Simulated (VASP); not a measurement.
# Ba (Im-3m) in VASP: further runs

The runs below take Ba through single point, electron localisation function, with vdW-DF, vdW-DF2, PBE.

All numbers are computed with VASP 6.6.1; they aren't measurements. Logs are shortened: lines on timing, memory, paths and dates and some standing lists are left out, and cuts for length are marked.

## 1. Starting point

The structure is cubic, space group Im-3m (No. 229). The conventional cell has a = 5.013 Å, b = 5.013 Å, c = 5.013 Å, α = 90.00°, β = 90.00°, γ = 90.00°. Ba (site symmetry m-3m) is surrounded by 8 Ba at 4.34 Å.

## 2. Single point, vdW-DF (cell strained at random at fixed volume)

run.py reads:

```python
from ase.calculators.vasp import Vasp
from ase.dft.bandgap import bandgap
from ase.io import read

atoms = read('POSCAR')
calc = Vasp(
    directory='calc',
    xc='vdw-df',
    pp='PBE',
    setups='recommended',
    prec='Accurate',
    encut=520,
    ediff=1e-06,
    ismear=0,
    sigma=0.05,
    lreal=False,
    lasph=True,
    nelm=100,
    algo='Normal',
    isif=2,
    lwave=False,
    lcharg=False,
    kpts=[8, 8, 8],
    gamma=True,
)
atoms.calc = calc

print('energy (eV):', atoms.get_potential_energy())
print('free energy (eV):', atoms.get_potential_energy(force_consistent=True))
print('forces (eV/A):')
print(atoms.get_forces())
print('stress (eV/A^3, Voigt):', atoms.get_stress())
print('Fermi level (eV):', calc.get_fermi_level())
gap, top, bottom = bandgap(calc)
print('band gap (eV):', gap, 'from (spin, k, band)', top, 'to', bottom)
```

POSCAR reads:

```
Ba
1.0
   -2.4569140000      2.4541620000      2.3656650000
    2.6081200000     -2.5427630000      2.6054720000
    2.4632000000      2.5490490000     -2.4542660000
Ba
1
Direct
    0.0002950000      0.0008580000      0.0003920000
```

Potentials or basis: VASP PAW PBE potentials, release 64 (Ba_sv).

Started as:

```console
$ python run.py
```

Standard output:

```text
<dir> UserWarning: vdW has been enabled, however no location for the vdw_kernel.bindat file has been specified. Set ASE_VASP_VDW environment variable to copy the vdW kernel.
  warnings.warn(
energy (eV): 0.59077706
free energy (eV): 0.59004111
forces (eV/A):
[[-0.  0.  0.]]
stress (eV/A^3, Voigt): [-0.00145632 -0.00212422 -0.00194114 -0.00233748  0.0041093   0.00060015]
Fermi level (eV): 1.65109722
band gap (eV): 0.0 from (spin, k, band) (None, None, None) to (None, None, None)
```

OUTCAR:

```text
ENCUT = 520.000000
   EDIFF = 1.00e-06
   GGA = RE
   PREC = Accurate
   ISIF = 2
   ISMEAR = 0
   NELM = 100
   LASPH = .TRUE.
   LREAL = .FALSE.

 ion  position               nearest neighbor table
   1  0.000  0.001  0.000-

  LATTYP: Found a triclinic cell.
 ALAT       =    11.0288704081
 B/A-ratio  =     0.6245671130
 C/A-ratio  =     0.4060650879
 COS(alpha) =     0.0010625185
 COS(beta)  =     0.2761040827
 COS(gamma) =     0.9434208619

  Lattice vectors:

 A1 = (  -9.9914340000,  -0.1011730000,   4.6687250000)
 A2 = (  -4.9201140000,  -0.0948870000,   4.8199310000)
 A3 = (  -2.6081200000,   2.5427630000,  -2.6054720000)

Analysis of symmetry for initial positions (statically):
=====================================================================
 Subroutine PRICEL returns:
 Original cell was already a primitive cell.

 Routine SETGRP: Setting up the symmetry group for a
 triclinic supercell.

 Subroutine GETGRP returns: Found  2 space group operations
 (whereof  1 operations were pure point group operations)
 out of a pool of  2 trial point group operations.

The static configuration has the point symmetry C_1 .
 The point group associated with its full space group is S_2 .

Analysis of symmetry for dynamics (positions and initial velocities):
=====================================================================
 Subroutine PRICEL returns:
 Original cell was already a primitive cell.

 Routine SETGRP: Setting up the symmetry group for a
 triclinic supercell.

 Subroutine GETGRP returns: Found  2 space group operations
 (whereof  1 operations were pure point group operations)
 out of a pool of  2 trial point group operations.

The dynamic configuration has the point symmetry C_1 .
 The point group associated with its full space group is S_2 .

 Subroutine INISYM returns: Found  2 space group operations
 (whereof  1 operations are pure point group operations),
 and found     1 'primitive' translations

----------------------------------------------------------------------------------------

                                     Primitive cell

  volume of cell :      62.9888

  direct lattice vectors                    reciprocal lattice vectors
    -2.456914000  2.454162000  2.365665000    -0.006363977  0.203509628  0.204981965
     2.608120000 -2.542763000  2.605472000     0.191357357  0.003219852  0.195398136
     2.463200000  2.549049000 -2.454266000     0.197012547  0.199580990 -0.002435339

  length of vectors
     4.201869634  4.478439232  4.311429768     0.288919149  0.273511310  0.280450435

  position of ions in fractional coordinates (direct lattice)
     0.000295000  0.000858000  0.000392000

  ion indices of the primitive-cell ions
   primitive index   ion index
                 1           1

----------------------------------------------------------------------------------------

 KPOINTS: KPOINTS created by Atomic Simulation Env

Automatic generation of k-mesh.
 Grid dimensions read from file:
 generate k-points for:    8    8    8

 Generating k-lattice:

  Cartesian coordinates                     Fractional coordinates (reciprocal lattice)
    -0.000795497  0.025438704  0.025622746     0.125000000  0.000000000  0.000000000
     0.023919670  0.000402481  0.024424767    -0.000000000  0.125000000 -0.000000000
     0.024626568  0.024947624 -0.000304417    -0.000000000  0.000000000  0.125000000

  Length of vectors
     0.036114894  0.034188914  0.035056304

  Shift w.r.t. Gamma in fractional coordinates (k-lattice)
     0.000000000  0.000000000  0.000000000

 Subroutine IBZKPT returns following result:
 ===========================================

 Found    260 irreducible k-points:

 Following reciprocal coordinates:
            Coordinates               Weight
  0.000000  0.000000  0.000000      1.000000
  0.125000  0.000000  0.000000      2.000000
  0.250000  0.000000  0.000000      2.000000
  0.375000 -0.000000 -0.000000      2.000000
  0.500000  0.000000  0.000000      1.000000
 -0.000000  0.125000  0.000000      2.000000
[... 16 lines left out ...]
[... 44 lines left out ...]

 val. band max:        1.6436581343   @ k =   0.3750   0.3750   0.5000
 cond. band min:       1.6542558154   @ k =  -0.3750   0.5000   0.2500
 fundamental gap:      0.0105976812
 Fermi energy:         1.6510972182

 k-point     1 :       0.0000    0.0000    0.0000
  band No.  band energies     occupation
      1     -27.2818      2.00000
      2     -12.2537      2.00000
      3     -12.2360      2.00000
      4     -12.2083      2.00000
      5      -0.9958      2.00000
      6       3.2773      0.00000
      7       3.4957      0.00000
      8       3.7784      0.00000
      9       4.8235      0.00000

 k-point     2 :       0.1250    0.0000    0.0000
  band No.  band energies     occupation
      1     -27.2746      2.00000
      2     -12.2989      2.00000
      3     -12.2642      2.00000
      4     -12.2373      2.00000
      5      -0.6942      2.00000
      6       3.2940      0.00000
      7       3.4820      0.00000
      8       3.7497      0.00000
      9       4.5656      0.00000

 k-point     3 :       0.2500    0.0000    0.0000
  band No.  band energies     occupation
      1     -27.2570      2.00000
      2     -12.4757      2.00000
      3     -12.3215      2.00000
      4     -12.2412      2.00000
      5       0.0610      2.00000
      6       2.8763      0.00000
      7       2.9622      0.00000
      8       4.5420      0.00000
      9       4.6063      0.00000

 k-point     4 :       0.3750   -0.0000   -0.0000
  band No.  band energies     occupation
      1     -27.2393      2.00000
      2     -12.6461      2.00000
      3     -12.3773      2.00000
      4     -12.2419      2.00000
      5       0.7284      2.00000
      6       2.4961      0.00000
      7       2.8242      0.00000
      8       4.8830      0.00000
      9       5.0689      0.00000
[... 205 lines left out ...]
 k-point    22 :       0.0000    0.3750    0.0000
  band No.  band energies     occupation
      1     -27.2528      2.00000
      2     -12.5975      2.00000
      3     -12.3277      2.00000
      4     -12.2200      2.00000
      5       0.6092      2.00000
      6       2.4842      0.00000
      7       2.6014      0.00000
      8       5.0425      0.00000
      9       5.3848      0.00000

 k-point    23 :       0.1250    0.3750    0.0000
  band No.  band energies     occupation
      1     -27.2455      2.00000
      2     -12.6243      2.00000
      3     -12.3613      2.00000
      4     -12.2573      2.00000
      5       0.9981      2.00000
      6       2.4228      0.00000
      7       2.5654      0.00000
      8       4.8155      0.00000
      9       5.6107      0.00000

 k-point    24 :       0.2500    0.3750    0.0000
  band No.  band energies     occupation
      1     -27.2375      2.00000
      2     -12.5709      2.00000
      3     -12.4843      2.00000
      4     -12.2828      2.00000
      5       1.5829      1.94632
      6       2.2493      0.00000
      7       2.4231      0.00000
      8       4.8659      0.00000
      9       5.4910      0.00000

 [... further k-points ...]

------------------------ aborting loop because EDIFF is reached ----------------------------------------

  FORCE on cell =-STRESS in cart. coord.  units (eV):
  Direction    XX          YY          ZZ          XY          YZ          ZX
  --------------------------------------------------------------------------------------
  -------------------------------------------------------------------------------------
  Total        0.0917314      0.1338018      0.1222699     -0.0378029      0.1472346     -0.2588394
  in kB        2.3332741      3.4033719      3.1100479     -0.9615522      3.7450485     -6.5838196
  external PRESSURE =       2.9488980 kB  Pullay stress =       0.0000000 kB

 VOLUME and BASIS-vectors are now :
 -----------------------------------------------------------------------------
  energy-cutoff  :      520.00
  volume of cell :       62.99
      direct lattice vectors                 reciprocal lattice vectors
    -2.456914000  2.454162000  2.365665000    -0.006363977  0.203509628  0.204981965
     2.608120000 -2.542763000  2.605472000     0.191357357  0.003219852  0.195398136
     2.463200000  2.549049000 -2.454266000     0.197012547  0.199580990 -0.002435339

 POSITION                                       TOTAL-FORCE (eV/Angst)
 -----------------------------------------------------------------------------------
      0.00248     -0.00046      0.00197        -0.000000      0.000000      0.000000
 -----------------------------------------------------------------------------------
    total drift:                               -0.000000     -0.000000     -0.000000

  FREE ENERGIE OF THE ION-ELECTRON SYSTEM (eV)
  ---------------------------------------------------
  free  energy   TOTEN  =         0.5900411111 eV

  energy  without entropy=        0.5915130049  energy(sigma->0) =        0.59077706

Total vdW correction in eV:      1.5912377
```

INCAR:

```text
AGGAC = 0.000000
ENCUT = 520.000000
SIGMA = 0.050000
EDIFF = 1.00e-06
ALGO = Normal
GGA = RE
PREC = Accurate
ISIF = 2
ISMEAR = 0
NELM = 100
LASPH = .TRUE.
LCHARG = .FALSE.
LUSE_VDW = .TRUE.
LWAVE = .FALSE.
LREAL = .FALSE.
```

It took 63 s on 1 thread of Intel Xeon 6975P-C (Granite Rapids), shared host; peak memory 0.52 GiB.

What came out:

```
Free energy            : 0.5900 eV
Pressure               : 0.3 GPa
Band gap on the k mesh : none (metal or under the smearing width)
```

Levels at points of the mesh, in eV from the Fermi level:
```csv
k point,band 1,band 2,band 3,band 4,band 5,band 6,band 7,band 8,band 9
"(0.00, 0.00, 0.00)",-28.93,-13.90,-13.89,-13.86,-2.65,1.63,1.84,2.13,3.17
"(0.50, 0.00, 0.00)",-28.88,-14.37,-14.05,-13.89,-0.79,0.71,1.51,3.20,3.66
"(0.00, 0.50, 0.00)",-28.90,-14.30,-13.99,-13.87,-0.85,0.73,1.15,3.38,3.98
"(0.50, 0.50, 0.00)",-28.89,-14.36,-14.02,-13.88,-0.81,0.82,1.33,3.12,3.69
"(0.00, 0.00, 0.50)",-28.89,-14.34,-14.03,-13.87,-0.82,0.79,1.31,3.18,3.74
"(0.50, 0.00, 0.50)",-28.88,-14.38,-14.06,-13.89,-0.78,0.81,1.55,3.01,3.52
"(0.00, 0.50, 0.50)",-28.89,-14.32,-14.01,-13.88,-0.83,0.67,1.27,3.42,3.93
"(0.50, 0.50, 0.50)",-28.86,-14.27,-14.19,-14.14,-0.54,-0.50,4.34,4.35,4.52
```

Caveat: the PAW data sets were made with another functional, which shifts forces and pressure a little. The run has no spin-orbit coupling, so splittings on Ba are missing.

## 3. Electron localisation function, vdW-DF2

This run uses another cell than the first one: it holds 2 atoms, not 1.

INCAR reads:

```
AGGAC    = 0.0          
ALGO     = Normal         # electronic algorithm
EDIFF    = 1E-6           # SCF threshold, eV
ENCUT    = 520            # plane-wave cutoff, eV
GGA      = ML             # functional
ISIF     = 2              # what is computed and relaxed
ISMEAR   = 1              # smearing method
LASPH    = T              # aspherical terms in the spheres
LCHARG   = T              # write CHGCAR
LELF     = T              # ELF
LREAL    = F              # projectors in reciprocal space
LUSE_VDW = T            
LWAVE    = F              # write WAVECAR
NELM     = 80             # most SCF steps
PREC     = Accurate       # precision mode
SIGMA    = 0.1            # smearing width, eV
ZAB_VDW  = -1.8867
```

Ba.cif reads:

```cif
data_Ba
_cell_length_a 5.01300000
_cell_length_b 5.01300000
_cell_length_c 5.01300000
_cell_angle_alpha 90.00000000
_cell_angle_beta 90.00000000
_cell_angle_gamma 90.00000000
_space_group_name_H-M_alt 'Im-3m'
_space_group_name_Hall '-I 4 2 3'
_space_group_IT_number 229
loop_
_space_group_symop_operation_xyz
'x,y,z'
'-x,-y,-z'
'-y,x,z'
'y,-x,-z'
'-x,-y,z'
'x,y,-z'
'y,-x,z'
'-y,x,-z'
'x,-y,-z'
'-x,y,z'
'-y,-x,-z'
'y,x,z'
'-x,y,-z'
'x,-y,z'
'y,x,-z'
'-y,-x,z'
'z,x,y'
'-z,-x,-y'
'z,-y,x'
'-z,y,-x'
'z,-x,-y'
'-z,x,y'
'z,y,-x'
'-z,-y,x'
'-z,x,-y'
'z,-x,y'
'-z,-y,-x'
'z,y,x'
'-z,-x,y'
'z,x,-y'
'-z,y,x'
'z,-y,-x'
'y,z,x'
'-y,-z,-x'
'x,z,-y'
'-x,-z,y'
'-y,z,-x'
'y,-z,x'
'-x,z,y'
'x,-z,-y'
'-y,-z,x'
'y,z,-x'
'-x,-z,-y'
'x,z,y'
'y,-z,-x'
'-y,z,x'
'x,-z,y'
'-x,z,-y'
'x+1/2,y+1/2,z+1/2'
'-x+1/2,-y+1/2,-z+1/2'
'-y+1/2,x+1/2,z+1/2'
'y+1/2,-x+1/2,-z+1/2'
'-x+1/2,-y+1/2,z+1/2'
'x+1/2,y+1/2,-z+1/2'
'y+1/2,-x+1/2,z+1/2'
'-y+1/2,x+1/2,-z+1/2'
'x+1/2,-y+1/2,-z+1/2'
'-x+1/2,y+1/2,z+1/2'
'-y+1/2,-x+1/2,-z+1/2'
'y+1/2,x+1/2,z+1/2'
'-x+1/2,y+1/2,-z+1/2'
'x+1/2,-y+1/2,z+1/2'
'y+1/2,x+1/2,-z+1/2'
'-y+1/2,-x+1/2,z+1/2'
'z+1/2,x+1/2,y+1/2'
'-z+1/2,-x+1/2,-y+1/2'
'z+1/2,-y+1/2,x+1/2'
'-z+1/2,y+1/2,-x+1/2'
'z+1/2,-x+1/2,-y+1/2'
'-z+1/2,x+1/2,y+1/2'
'z+1/2,y+1/2,-x+1/2'
'-z+1/2,-y+1/2,x+1/2'
'-z+1/2,x+1/2,-y+1/2'
'z+1/2,-x+1/2,y+1/2'
'-z+1/2,-y+1/2,-x+1/2'
'z+1/2,y+1/2,x+1/2'
'-z+1/2,-x+1/2,y+1/2'
'z+1/2,x+1/2,-y+1/2'
'-z+1/2,y+1/2,x+1/2'
'z+1/2,-y+1/2,-x+1/2'
'y+1/2,z+1/2,x+1/2'
'-y+1/2,-z+1/2,-x+1/2'
'x+1/2,z+1/2,-y+1/2'
'-x+1/2,-z+1/2,y+1/2'
'-y+1/2,z+1/2,-x+1/2'
'y+1/2,-z+1/2,x+1/2'
'-x+1/2,z+1/2,y+1/2'
'x+1/2,-z+1/2,-y+1/2'
'-y+1/2,-z+1/2,x+1/2'
'y+1/2,z+1/2,-x+1/2'
'-x+1/2,-z+1/2,-y+1/2'
'x+1/2,z+1/2,y+1/2'
'y+1/2,-z+1/2,-x+1/2'
'-y+1/2,z+1/2,x+1/2'
'x+1/2,-z+1/2,y+1/2'
'-x+1/2,z+1/2,-y+1/2'
loop_
_atom_site_label
_atom_site_type_symbol
_atom_site_symmetry_multiplicity
_atom_site_Wyckoff_symbol
_atom_site_fract_x
_atom_site_fract_y
_atom_site_fract_z
_atom_site_occupancy
Ba1 Ba 2 a 0.0000000000 0.0000000000 0.0000000000 1
```

KPOINTS reads:

```
k-points
0
Gamma
  6 6 6
```

POSCAR reads:

```
Ba
 1.0000000000000000
     5.0129999999999999    0.0000000000000000    0.0000000000000000
     0.0000000000000000    5.0129999999999999    0.0000000000000000
     0.0000000000000000    0.0000000000000000    5.0129999999999999
 Ba 
   2
Cartesian
  0.0000000000000000  0.0000000000000000  0.0000000000000000
  2.5065000000000000  2.5065000000000000  2.5065000000000000
```

Potentials or basis: VASP PAW PBE potentials, release 64 (Ba_sv).

Started as:

```console
$ ase convert -i cif -o vasp Ba.cif POSCAR
$ cat potpaw_PBE.64/Ba_sv/POTCAR > POTCAR
$ mpirun -np 1 vasp_std > vasp.out
```

Run time: 59 s. Hardware: 1 thread of Intel Xeon 6975P-C (Granite Rapids), shared host; peak memory 0.57 GiB.

Results (log left out):

| Property | Result |
| --- | --- |
| Free energy | 0.8090 eV |
| Pressure | 0.3 GPa |
| Band gap on the k mesh | none (metal or under the smearing width) |

Levels at points of the mesh, in eV from the Fermi level:
```tsv
k point	band 7	band 8	band 9	band 10	band 11	band 12	band 13	band 14
(0.00, 0.00, 0.00)	-13.89	-13.89	-2.68	-0.57	-0.57	1.75	1.75	1.75
(0.50, 0.00, 0.00)	-14.05	-14.05	-0.83	-0.83	0.70	0.70	1.84	1.84
(0.50, 0.50, 0.00)	-13.90	-13.90	-0.88	-0.88	0.65	0.65	1.39	1.39
(0.50, 0.50, 0.50)	-14.12	-14.12	0.55	0.55	0.55	0.55	0.55	0.55
```

Caveat: the PAW data sets were made with another functional, which shifts forces and pressure a little. The run has no spin-orbit coupling, so splittings on Ba are missing.

## 4. Single point, PBE

This run uses another cell than the first one, of the same volume but with other edges.

INCAR reads:

```
PREC = Accurate ; ENCUT = 520
EDIFF = 1E-6 ; ISMEAR = 0
SIGMA = 0.1 ; LREAL = F
LASPH = T ; NELM = 100
ALGO = Normal ; ISIF = 2
LWAVE = F ; LCHARG = F
GGA = PE ; NBANDS = 11
```

KPOINTS reads:

```
Automatic mesh
0
Gamma
  8 8 8
```

POSCAR reads:

```
Ba
1.0
   -2.5065000000      2.5065000000      2.5065000000
    2.5065000000     -2.5065000000      2.5065000000
    2.5065000000      2.5065000000     -2.5065000000
Ba
1
Cartesian
    0.0000000000      0.0000000000      0.0000000000
```

Started as:

```console
$ cat potpaw_PBE.64/Ba_sv/POTCAR > POTCAR
$ mpirun -np 1 vasp_std > vasp.out
```

Run time: 7.7 s. Hardware: 1 thread of AMD EPYC 9R45 (Zen 5), shared host; peak memory 0.14 GiB.

Results (log left out):

```
Free energy            : -1.9148 eV
Pressure               : 0.0 GPa
Band gap on the k mesh : none (metal or under the smearing width)
```

Levels at points of the mesh, in eV from the Fermi level:
| k point | band 2 | band 3 | band 4 | band 5 | band 6 | band 7 | band 8 | band 9 |
| --- | --- | --- | --- | --- | --- | --- | --- | --- |
| (0.00, 0.00, 0.00) | -13.81 | -13.81 | -13.81 | -2.72 | 1.86 | 1.86 | 1.86 | 3.26 |
| (0.50, 0.00, 0.00) | -14.27 | -13.95 | -13.81 | -0.86 | 0.72 | 1.28 | 3.23 | 3.81 |
| (0.50, 0.50, 0.50) | -14.13 | -14.13 | -14.13 | -0.52 | -0.52 | 4.39 | 4.39 | 4.39 |

Spin-orbit coupling is left out, which matters for the levels of Ba.

## 5. For comparison

An earlier run on the cell as given: functional PBE; potentials or basis VASP PAW PBE potentials, release 64 (Ba_sv); cutoff 520 eV; k mesh 8 × 8 × 8; occupations fermi-dirac, width 0.05 eV; no spin polarisation.

* Pressure: 0.0 GPa
* Band gap on the k mesh: none (metal or under the smearing width)

## 6. Summary

```tsv
task	level	cell	k mesh	smearing	gap on the mesh (eV)	pressure (GPa)
single point	vdW-DF	cell strained at random at fixed volume	8 × 8 × 8	gaussian 0.05 eV	none	0.3
electron localisation function	vdW-DF2	as given	6 × 6 × 6	methfessel-paxton 0.1 eV	none	0.3
single point	PBE	as given	8 × 8 × 8	gaussian 0.1 eV	none	0.0
single point	PBE	as given	8 × 8 × 8	fermi-dirac 0.05 eV	none	0.0
```

Alike in all rows: potentials or basis VASP PAW PBE potentials, release 64 (Ba_sv); no spin polarisation; cutoff (eV) 520.

Every run on the cell as given and a fine mesh finds a metal.

Caveats: the PAW data sets were made with another functional, which shifts forces and pressure a little (some runs).

Absolute energies hang on the potentials; compare differences alone.
